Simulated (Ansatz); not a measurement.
# Mn3Si (Fm-3m) in Ansatz: further runs

Runs on Mn3Si. Level: LDA. Tasks: single point, equation of state.

All numbers are computed with Ansatz 0.2.0; they aren't measurements. Logs are shortened: lines on timing, memory, paths and dates and some standing lists are left out, and cuts for length are marked.

## Step 1: The crystal as given

Symmetry: Fm-3m, No. 225, cubic system. Conventional cell: a = 5.722 Å, b = 5.722 Å, c = 5.722 Å, α = 90.00°, β = 90.00°, γ = 90.00°. Around Mn (site symmetry -43m) lie 4 Mn at 2.48 Å and 4 Si at 2.48 Å. Mn (site symmetry m-3m) is surrounded by 8 Mn at 2.48 Å. Si (site symmetry m-3m) is surrounded by 8 Mn at 2.48 Å.

## Step 2: Single point, LDA, collinear spin, ferromagnetic start, 11.01 Å³/atom (volume scaled by 0.94)

Contents of input.yaml:

```yaml
crystal:
  lattice:
    - [0.0, 2.802595857, 2.802595857]
    - [2.802595857, 0.0, 2.802595857]
    - [2.802595857, 2.802595857, 0.0]
  atoms:
    - { symbol: Mn, position: [0.75, 0.75, 0.75], spin: 4.0 }
    - { symbol: Mn, position: [0.25, 0.25, 0.25], spin: 4.0 }
    - { symbol: Mn, position: [0.5, 0.5, 0.5], spin: 4.0 }
    - { symbol: Si, position: [0.0, 0.0, 0.0] }
kpoints:
  mp_grid: { grid: [8, 8, 8] }
scf:
  occupations: { method: fermi_dirac, width: 0.05 }
hamiltonian:
  xc: lda
  pseudopotentials: { kind: all_electron, lapw: { basis_error: 0.002 } }
magnetization:
  spin_polarized: true
output:
  forces: true
  stress: true
  eigenvalues: true
```

Potentials or basis: all-electron LAPW, scalar-relativistic.

Command:

```
$ ansatz run input.yaml --threads 4 --pin off --max-ram 12288MiB --backend cpu --events-out ev --progress --plain --runs-dir out
```

Log:

```text
Warning: RAYON_NUM_THREADS=4 ignored (pool sized by the plan → 4); use --threads N
LAPW: plane waves up to 8.812 Å⁻¹, error target 2.0e-3 eV per atom; small_component_spin mean_spin; Si in spheres of 1.214 Å, 12 of its electrons in bands, Dirac shells []; Mn in spheres of 1.214 Å, 15 of its electrons in bands, Dirac shells [] (how accurate: hamiltonian.pseudopotentials.lapw.basis_error, Limitations)
Engine: ansatz 0.2.0, x86_64-unknown-linux-gnu
Pseudopotentials: kind: all_electron
Pseudopotential: Mn, LAPW, valence charge 15, lapw/all_electron/scalar/gaussian/Mn, Koelling and Harmon's equation, gaussian nucleus
Pseudopotential: Si, LAPW, valence charge 12, lapw/all_electron/scalar/gaussian/Si, Koelling and Harmon's equation, gaussian nucleus
Functional definition: SPW92
  exchange = slater_x
  correlation = pw_c
Crystal: 4 atoms, lattice volume = 44.026 Å³
Basis set: ecut = 295.8605666514488 eV, 531 PW (Γ), exchange–correlation at level 2
Bands: 42, of which v1, the nominal top of the filled ones, is band 29 counted from 1 (28 counted from 0)
Symmetry: 48 space group operations
Space group: Fm-3m (ITA 225), of the structure as read, at distance tolerance 3.5e-5 Å
Magnetic group: BNS 225.116 (UNI 1618), of the structure as read, at distance tolerance 3.5e-5 Å
k-points: 29 of 512
Non-local potential: Mn, projectors of the file, none
Non-local potential: Si, projectors of the file, none
Initial density: superposition of atomic densities (chi_scale 0.1, normalization cell)
Starting moments: Σ|m| = 12 μB on 3 of 4 sites
Initial wavefunctions: plane waves of lowest kinetic energy (no species holds an atomic orbital)
Functional: x = slater, c = lda
iter 1 solved again at ethr=5.22e-4 eV; its pass at ethr=1.00e-1 eV (dr2=2.98e-1 eV) is discarded
SCF iter   1: F=—  HF=-102282.098911 eV  |F-HF|=—  |Δ(HF+E_count)|=         —  Δρ=1.32e-1 (↑1.31e-1 ↓1.32e-1)  dr2=2.97e-1  dr2_m=6.88e0  M=3.095 μB ∫|m|=3.194 μB  β_m=0.30  ethr=5.22e-4  ⟨swp⟩=2.4  Hψ=17045  notcnv=0
Mixer restart at iter 1: flushing history
[... 15 lines left out ...]
SCF iter  13: F=-102278.574112 eV  HF=-102278.574112 eV  |F-HF|=1.72e-8  |Δ(HF+E_count)|=   6.87e-9  Δρ=1.55e-6 (↑1.55e-6 ↓1.06e-6)  dr2=4.54e-9  dr2_m=5.81e-11  M=1.195 μB ∫|m|=3.079 μB  ethr=2.79e-11  ⟨swp⟩=2.0  Hψ=6510  notcnv=0
SCF 1 converged in 13 iterations: F = -102278.574112 eV  dr2 = 4.54e-9
WARN: the starting moments were not kept: 2 of 3 ended reversed and 1 kept their direction, counting a site from 0.1 μB. The largest reversed, site 1 (counted from 0, in the order of the report's site_moments_mub), started with +4.0 μB and closes at -4.6e-1 μB in its sphere. The net magnetisation is 1.1e0 μB in size, at most 0.1 of the 12 μB that the starting moments add up to as vectors. The SCF closed on another magnetic arrangement than the starting moments describe; that does not show which of the two is lower. To try another start: change the starting moments (crystal.atoms[].spin, magnetization.per_species, magnetization.initial_magnetization, or on a non-collinear deck that types none of these the spinor_matrix: blocks that start its atoms; where the total moment is fixed, keep their sum and leave initial_magnetization as it is; typed ones take the place of any that the run laid by itself, positive ones on a crystal's lanthanoids without a Hubbard term where scf.initial_density.shell_occupations: [] is typed); see also scf.mixing.spin_hold.
SCF converged after 13 iterations
Magnetization: 1.1948 μB (29.0974 up, 27.9026 down)
Absolute magnetization: 3.0793 μB (∫|ρ↑−ρ↓|)
Spin contamination: 0.7238 ħ² per cell (⟨S²⟩ above its minimum at these occupations)
Per-site moments (μB) at R_I (Å): [(-0.4562545134505669, 1.2135595862680615), (-0.4562545134505669, 1.2135595862680615), (2.0558052355324037, 1.2135595862680615), (0.026169555223604313, 1.2135595862680615)]
Free energy (F): -102278.574112 eV
Harris-Foulkes:  -102278.574112 eV  (|F-HF|=1.72e-8)
Internal energy: -102278.535195 eV  (E = F + TS)
E sigma→0 (E₀):  -102278.554654 eV
Entropy (-TS):   -0.038916 eV (-9.729 meV/atom)
Fermi energy:    18.907655 eV
--- Per-component energies (eV) ---
  E_band       = -1124.036875
  E_kinetic    = 103434.972779
  E_xc         = -4638.118871
  E_electrostatic = -201075.389103  (all electrons and nuclei)
  E_smearing   = -0.038916  (= −TS)
  E_closure    = 0.000000  (closes the sum)
  E_atoms      = -102239.590400  (free atoms, spherical and without spin; not in F)
  Σ components = -102278.574112   (vs F -102278.574112, Δ=0.00e0)
  Basis errors (estimates in eV, not in F): energy 4.2e-4 per atom: plane waves 3.4e-4 (1.8e-4 summed), levels above the bands 8.6e-107, relativity 5.3e-9, radial functions 7.4e-5, core shells 3.9e-8; eigenvalues (radial functions only) 3.1e-6; not estimated: angular momenta, meshes, grids; target (lapw.basis_error) 2.0e-3; muffin-tin radii Si 1.214 Å, Mn 1.214 Å
--- Forces (eV/Å), atoms counted from 1 ---
  atom   1  Mn    -0.00000000     0.00000000    -0.00000000
  atom   2  Mn     0.00000000    -0.00000000     0.00000000
  atom   3  Mn    -0.00000000    -0.00000000     0.00000000
  atom   4  Si    -0.00000000     0.00000000    -0.00000000
  max |Σ_I F_I| component: 1.85e-17 eV/Å
--- Stress (GPa, compression-positive) ---
      -13.558103      -0.000000      -0.000000
       -0.000000     -13.558103      -0.000000
       -0.000000      -0.000000     -13.558103
  P = ⅓ Tr σ = -13.5581 GPa (-135.581 kbar)
--- Band table (eV; the first three rows and the last of 58) ---
  k-point 0 ↑: bands = ["-113.9011", "-70.7514", "-70.7514", "-70.7514", "-60.6616", "-59.0453", "-59.0139", "-29.7993", "-29.7993", "-29.7993", "-28.2605", "-28.2605", "-28.2605", "-28.1324", "-28.1324", "-28.1324", "7.6300", "14.8502", "14.8502", "15.0130", "15.0130", "15.0130", "16.3307", "16.3307", "16.3307", "18.9891", "18.9891", "19.5417", "19.5417", "19.5417", "20.2093", "20.2093", "22.9476", "23.9425", "23.9425", "23.9425", "25.2749", "25.2749", "25.2749", "28.9291", "28.9291", "28.9291"]
  k-point 1 ↑: bands = ["-113.9011", "-70.7514", "-70.7514", "-70.7514", "-60.6610", "-59.0445", "-59.0153", "-29.8008", "-29.8008", "-29.7996", "-28.2551", "-28.2551", "-28.2514", "-28.1425", "-28.1363", "-28.1363", "7.8488", "14.6021", "14.6021", "14.7534", "15.4466", "15.4466", "16.2524", "16.3171", "16.3171", "18.9505", "18.9505", "19.2548", "19.3581", "19.3581", "20.1767", "20.1767", "22.8791", "23.7426", "23.8771", "23.8771", "25.1304", "25.3202", "25.3202", "28.5909", "28.5909", "29.5343"]
  k-point 2 ↑: bands = ["-113.9011", "-70.7514", "-70.7514", "-70.7514", "-60.6595", "-59.0421", "-59.0193", "-29.8045", "-29.8045", "-29.7999", "-28.2406", "-28.2406", "-28.2300", "-28.1668", "-28.1476", "-28.1476", "8.4680", "14.0228", "14.4667", "14.4667", "16.0000", "16.0000", "16.0499", "16.3776", "16.3776", "18.7604", "18.7604", "18.8601", "19.0575", "19.0575", "19.9945", "19.9945", "21.6270", "23.5568", "23.7777", "23.7777", "25.1296", "25.1296", "26.3681", "28.7868", "28.7868", "30.0680"]
  k-point 28 ↓: bands = ["-113.8898", "-70.7386", "-70.7386", "-70.7386", "-59.4925", "-59.4925", "-58.4817", "-28.7911", "-28.7258", "-28.6894", "-28.6894", "-28.5836", "-28.5836", "-27.6400", "-27.6400", "-27.6096", "10.4330", "13.6640", "13.6640", "14.9659", "15.8270", "16.7735", "16.7735", "17.1309", "17.5240", "17.5240", "18.1451", "18.4219", "19.8332", "19.8332", "19.9758", "20.0201", "20.2818", "20.2818", "20.7589", "26.0590", "27.0142", "27.5563", "27.5563", "31.5854", "32.3316", "32.3316"]
```

Wall time 9.4 s (4 threads of Intel Xeon Platinum 8488C (Sapphire Rapids), shared host); peak memory 0.69 GiB.

What came out:

| Quantity | Value |
| --- | --- |
| Free energy | -102278.5741 eV |
| Pressure | -13.6 GPa |
| Band gap on the k mesh | none (metal or under the smearing width) |
| Net moment | 1.19 μB per cell |
| Absolute moment | 3.08 μB per cell |
| Site moments | Mn -0.46, +2.06; Si +0.03 μB |

Caveat: the starting moments weren't kept.

## Step 3: Single point, LDA, collinear spin, ferromagnetic start, 11.24 Å³/atom (volume scaled by 0.96)

input.yaml, as its differences from that of step 2:

```diff
@@ -2,5 +2,5 @@
   lattice:
-    - [0.0, 2.802595857, 2.802595857]
-    - [2.802595857, 0.0, 2.802595857]
-    - [2.802595857, 2.802595857, 0.0]
+    - [0.0, 2.8223330979, 2.8223330979]
+    - [2.8223330979, 0.0, 2.8223330979]
+    - [2.8223330979, 2.8223330979, 0.0]
   atoms:
```

Potentials or basis: all-electron LAPW, scalar-relativistic.

Command:

```
$ ansatz run input.yaml --threads 4 --pin off --max-ram 12288MiB --backend cpu --events-out ev --progress --plain --runs-dir out
```

Wall time 12 s (4 threads of Intel Xeon Platinum 8488C (Sapphire Rapids), shared host); peak memory 0.69 GiB.

It converged, with:

```
Free energy            : -102278.4841 eV
Pressure               : -17.1 GPa
Band gap on the k mesh : none (metal or under the smearing width)
Net moment             : 1.11 μB per cell
Absolute moment        : 3.47 μB per cell
Site moments           : Mn -0.57, +2.20; Si +0.03 μB
```

Caveat: the starting moments weren't kept.

## Step 4: Single point, LDA, collinear spin, ferromagnetic start, 11.47 Å³/atom (volume scaled by 0.98)

input.yaml, as its differences from that of step 3:

```diff
@@ -2,5 +2,5 @@
   lattice:
-    - [0.0, 2.8223330979, 2.8223330979]
-    - [2.8223330979, 0.0, 2.8223330979]
-    - [2.8223330979, 2.8223330979, 0.0]
+    - [0.0, 2.8417980792, 2.8417980792]
+    - [2.8417980792, 0.0, 2.8417980792]
+    - [2.8417980792, 2.8417980792, 0.0]
   atoms:
```

Command:

```
$ ansatz run input.yaml --threads 4 --pin off --max-ram 12288MiB --backend cpu --events-out ev --progress --plain --runs-dir out
```

Run time: 13 s. Hardware: 4 threads of Intel Xeon Platinum 8488C (Sapphire Rapids), shared host; peak memory 0.69 GiB.

The run converged. Its results:

```yaml
Free_energy: -102278.3742 eV
Pressure: -20.4 GPa
Band_gap_on_the_k_mesh: none (metal or under the smearing width)
Net_moment: 1.06 μB per cell
Absolute_moment: 3.78 μB per cell
Site_moments: Mn -0.66, +2.33; Si +0.03 μB
```

Caveat: the starting moments weren't kept.

## Step 5: Single point, LDA, collinear spin, ferromagnetic start, 11.71 Å³/atom

input.yaml, as its differences from that of step 4:

```diff
@@ -2,5 +2,5 @@
   lattice:
-    - [0.0, 2.8417980792, 2.8417980792]
-    - [2.8417980792, 0.0, 2.8417980792]
-    - [2.8417980792, 2.8417980792, 0.0]
+    - [0.0, 2.861, 2.861]
+    - [2.861, 0.0, 2.861]
+    - [2.861, 2.861, 0.0]
   atoms:
```

Command:

```
$ ansatz run input.yaml --threads 4 --pin off --max-ram 12288MiB --backend cpu --events-out ev --progress --plain --runs-dir out
```

Wall time 11 s (4 threads of Intel Xeon Platinum 8488C (Sapphire Rapids), shared host); peak memory 0.69 GiB.

It converged, with:

```
Free energy            : -102278.2464 eV
Pressure               : -23.3 GPa
Band gap on the k mesh : none (metal or under the smearing width)
Net moment             : 1.04 μB per cell
Absolute moment        : 4.04 μB per cell
Site moments           : Mn -0.73, +2.44; Si +0.03 μB
```

Caveat: the starting moments weren't kept.

## Step 6: Single point, LDA, collinear spin, ferromagnetic start, 11.94 Å³/atom (volume scaled by 1.02)

input.yaml, as its differences from that of step 5:

```diff
@@ -2,5 +2,5 @@
   lattice:
-    - [0.0, 2.861, 2.861]
-    - [2.861, 0.0, 2.861]
-    - [2.861, 2.861, 0.0]
+    - [0.0, 2.8799475721, 2.8799475721]
+    - [2.8799475721, 0.0, 2.8799475721]
+    - [2.8799475721, 2.8799475721, 0.0]
   atoms:
```

Potentials or basis: all-electron LAPW, scalar-relativistic.

Command:

```
$ ansatz run input.yaml --threads 4 --pin off --max-ram 12288MiB --backend cpu --events-out ev --progress --plain --runs-dir out
```

Run time: 10 s. Hardware: 4 threads of Intel Xeon Platinum 8488C (Sapphire Rapids), shared host; peak memory 0.63 GiB.

The run converged. Its results:

```
Free energy            : -102278.1027 eV
Pressure               : -25.9 GPa
Band gap on the k mesh : none (metal or under the smearing width)
Net moment             : 1.03 μB per cell
Absolute moment        : 4.27 μB per cell
Site moments           : Mn -0.79, +2.54; Si +0.04 μB
```

Caveat: the starting moments weren't kept.

## Step 7: Single point, LDA, collinear spin, ferromagnetic start, 12.18 Å³/atom (volume scaled by 1.04)

input.yaml, as its differences from that of step 6:

```diff
@@ -2,5 +2,5 @@
   lattice:
-    - [0.0, 2.8799475721, 2.8799475721]
-    - [2.8799475721, 0.0, 2.8799475721]
-    - [2.8799475721, 2.8799475721, 0.0]
+    - [0.0, 2.8986490543, 2.8986490543]
+    - [2.8986490543, 0.0, 2.8986490543]
+    - [2.8986490543, 2.8986490543, 0.0]
   atoms:
```

Command:

```
$ ansatz run input.yaml --threads 4 --pin off --max-ram 12288MiB --backend cpu --events-out ev --progress --plain --runs-dir out
```

It took 12 s on 4 threads of Intel Xeon Platinum 8488C (Sapphire Rapids), shared host; peak memory 0.62 GiB.

The run converged. Its results:

```
Free energy            : -102277.9445 eV
Pressure               : -28.2 GPa
Band gap on the k mesh : none (metal or under the smearing width)
Net moment             : 1.02 μB per cell
Absolute moment        : 4.46 μB per cell
Site moments           : Mn -0.84, +2.63; Si +0.04 μB
```

Caveat: the starting moments weren't kept.

## Step 8: Single point, LDA, collinear spin, ferromagnetic start, 12.41 Å³/atom (volume scaled by 1.06)

input.yaml, as its differences from that of step 7:

```diff
@@ -2,5 +2,5 @@
   lattice:
-    - [0.0, 2.8986490543, 2.8986490543]
-    - [2.8986490543, 0.0, 2.8986490543]
-    - [2.8986490543, 2.8986490543, 0.0]
+    - [0.0, 2.9171122849, 2.9171122849]
+    - [2.9171122849, 0.0, 2.9171122849]
+    - [2.9171122849, 2.9171122849, 0.0]
   atoms:
```

Command:

```
$ ansatz run input.yaml --threads 4 --pin off --max-ram 12288MiB --backend cpu --events-out ev --progress --plain --runs-dir out
```

Wall time 12 s (4 threads of Intel Xeon Platinum 8488C (Sapphire Rapids), shared host); peak memory 0.63 GiB.

The run converged. Its results:

- Free energy: -102277.7736 eV
- Pressure: -30.2 GPa
- Band gap on the k mesh: none (metal or under the smearing width)
- Net moment: 1.01 μB per cell
- Absolute moment: 4.64 μB per cell
- Site moments: Mn -0.89, +2.71; Si +0.04 μB

Caveat: the starting moments weren't kept.

## Step 9: Equation of state, LDA, collinear spin, ferromagnetic start

Potentials or basis: all-electron LAPW, scalar-relativistic.

No new run: the results of the series are fitted here.

What came out:

```yaml
Equilibrium_volume: "10.30 Å³/atom (rough: see the caveat)"
Bulk_modulus: 231 GPa (rough)
```

Energy against volume, from the lowest point:
```csv
volume (Å³/atom),energy (meV/atom)
11.007,0.00
11.241,22.50
11.475,49.98
11.709,81.93
11.943,117.85
12.177,157.40
12.412,200.13
```

Caveat: the minimum lies outside the volumes run; the starting moments weren't kept.
